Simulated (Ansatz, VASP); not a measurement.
**Two plane-wave programs on ZnS**

```
CELL_PARAMETERS angstrom
3.17923 0.00000 0.00000
0.00000 3.17923 0.00000
0.00000 0.00000 3.17923
ATOMIC_POSITIONS crystal
Zn 0.00000 0.00000 0.00000
S 0.50000 0.50000 0.50000
```

Alike in both runs: task single point; functional HSE06; k mesh 4 × 4 × 4; occupations fermi-dirac, width 0.02 eV; no spin polarisation.

```csv
,VASP,Ansatz
version,VASP 6.6.1,Ansatz 0.2.0
potentials or method,"VASP PAW PBE potentials, release 64 (Zn, S)",plane waves
plane-wave cutoff (eV),520,420
valence electrons in the cell,18,18
```

VASP gave:

| Property | Result |
| --- | --- |
| pressure (GPa) | 0.2 |

Estimate Ansatz's values.

pressure (GPa): 0.3.

With one functional, cell and mesh, what is left measures potentials, basis and numerics. Ansatz warned: «filled_band_counts_differ_across_k_points».

Caveats: the k mesh is coarse (spacing up to 0.49 Å⁻¹), so the values aren't converged, least of all with exact exchange; the PAW data sets were made with another functional, which shifts forces and pressure a little (VASP).
